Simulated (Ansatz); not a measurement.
# Notes on Ti

```
Ti
1.0
    -1.55484    1.55484    1.55484
     1.55484   -1.55484    1.55484
     1.55484    1.55484   -1.55484
Ti
1
Direct
  0.00000 0.00000 0.00000
```

The numbers come from plane-wave PAW DFT (Ansatz): r2SCAN, no spin polarisation, 500 eV, 15×15×15 Γ-centred k points, fermi-dirac occupations (width 0.1 eV). Nothing was relaxed.

(1) What do density and ELF say about some of the short contacts?

(2) What happens at the Fermi level?

(3) Is the cell too large or too small?

Origin: a known structure type with other elements, at an estimated volume, so it need not be a known compound. Caveats: many states at the Fermi level without spin polarisation, so a magnetic state may lie lower; atoms or cell far from equilibrium.

Results:

(1) Ti–Ti at 2.69 Å: least valence density 0.22 e/Å³ and ELF 0.15 there. Both are smooth PAW fields, read partly inside the augmentation spheres.

(2) It is a metal, with about 1.7 states/eV a cell as the mean within 0.25 eV of the Fermi level, mostly Ti d (88 %).

(3) The pressure is 18.9 GPa (compression positive), so with the atoms held at these fractions the cell would first expand.
